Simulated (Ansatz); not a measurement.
# Li16NO7: the cost of one run

Computed with Ansatz 0.2.0 (DFT, PBE, plane-wave PAW, default files, scalar-relativistic, as far as a step names no other, unless a step's input says otherwise).

## 1. The starting structure

Symmetry: Fm-3m, No. 225, cubic system. Conventional cell: a = 9.307 Å, b = 9.307 Å, c = 9.307 Å, α = 90.00°, β = 90.00°, γ = 90.00°. Li (site symmetry 3m) has 4 O at 2.02 Å as nearest neighbours. Around Li (site symmetry 3m) lie 3 O at 2.02 Å and 1 N at 2.02 Å. Around N (site symmetry m-3m) lie 8 Li at 2.02 Å. O (site symmetry mmm) has 8 Li at 2.02 Å as nearest neighbours. O (site symmetry m-3m) is surrounded by 8 Li at 2.02 Å.

Coordinates:

```xyz
24
Lattice="0.0000 4.6537 4.6537 4.6537 0.0000 4.6537 4.6537 4.6537 0.0000" Properties=species:S:1:pos:R:3 pbc="T T T"
Li    3.4903    3.4903    3.4903
Li    5.8171    5.8171    3.4903
Li    5.8171    3.4903    5.8171
Li    8.1440    5.8171    5.8171
Li    3.4903    5.8171    5.8171
Li    5.8171    8.1440    5.8171
Li    5.8171    5.8171    8.1440
Li    8.1440    8.1440    8.1440
Li    1.1634    1.1634    1.1634
Li    3.4903    3.4903    1.1634
Li    3.4903    1.1634    3.4903
Li    5.8171    3.4903    3.4903
Li    1.1634    3.4903    3.4903
Li    3.4903    5.8171    3.4903
Li    3.4903    3.4903    5.8171
Li    5.8171    5.8171    5.8171
N     0.0000    0.0000    0.0000
O     2.3269    2.3269    0.0000
O     2.3269    0.0000    2.3269
O     4.6537    2.3269    2.3269
O     0.0000    2.3269    2.3269
O     2.3269    4.6537    2.3269
O     2.3269    2.3269    4.6537
O     4.6537    4.6537    4.6537
```

Atom 17 of the input is the impurity.

## 2. Gradients at the starting positions

Input file input.yaml:

```yaml
crystal:
  lattice:
    - [0.0, 4.6537087638, 4.6537087638]
    - [4.6537087638, 0.0, 4.6537087638]
    - [4.6537087638, 4.6537087638, 0.0]
  atoms:
    - { symbol: Li, position: [0.375, 0.375, 0.375] }
    - { symbol: Li, position: [0.375, 0.375, 0.875] }
    - { symbol: Li, position: [0.375, 0.875, 0.375] }
    - { symbol: Li, position: [0.375, 0.875, 0.875] }
    - { symbol: Li, position: [0.875, 0.375, 0.375] }
    - { symbol: Li, position: [0.875, 0.375, 0.875] }
    - { symbol: Li, position: [0.875, 0.875, 0.375] }
    - { symbol: Li, position: [0.875, 0.875, 0.875] }
    - { symbol: Li, position: [0.125, 0.125, 0.125] }
    - { symbol: Li, position: [0.125, 0.125, 0.625] }
    - { symbol: Li, position: [0.125, 0.625, 0.125] }
    - { symbol: Li, position: [0.125, 0.625, 0.625] }
    - { symbol: Li, position: [0.625, 0.125, 0.125] }
    - { symbol: Li, position: [0.625, 0.125, 0.625] }
    - { symbol: Li, position: [0.625, 0.625, 0.125] }
    - { symbol: Li, position: [0.625, 0.625, 0.625] }
    - { symbol: "N", position: [0.0, 0.0, 0.0] }
    - { symbol: O, position: [0.0, 0.0, 0.5] }
    - { symbol: O, position: [0.0, 0.5, 0.0] }
    - { symbol: O, position: [0.0, 0.5, 0.5] }
    - { symbol: O, position: [0.5, 0.0, 0.0] }
    - { symbol: O, position: [0.5, 0.0, 0.5] }
    - { symbol: O, position: [0.5, 0.5, 0.0] }
    - { symbol: O, position: [0.5, 0.5, 0.5] }
total_charge: -1
kpoints:
  mp_grid: { grid: [4, 4, 4] }
scf:
  occupations: { method: fermi_dirac, width: 0.01 }
hamiltonian:
  xc: pbe
  pseudopotentials: { kind: paw }
output:
  forces: true
  stress: true
  populations: true
  efg:
    quadrupole_moments_barn: { Li: -0.0401, "N": 0.02044, O: -0.02558 }
    contact_densities: true
  write_density: true
  write_potential: true
  elf: true
  volumetric_format: npy
```

The run is started by

```bash
$ ansatz run input.yaml --threads 1 --pin off --max-ram 2560MiB --backend cpu --events-out ev --progress --plain --runs-dir out
```

Q: Estimate wall time and peak memory on 1 thread of an x86-64 CPU, shared host.

About 6.7 s, with a peak of 0.68 GiB.
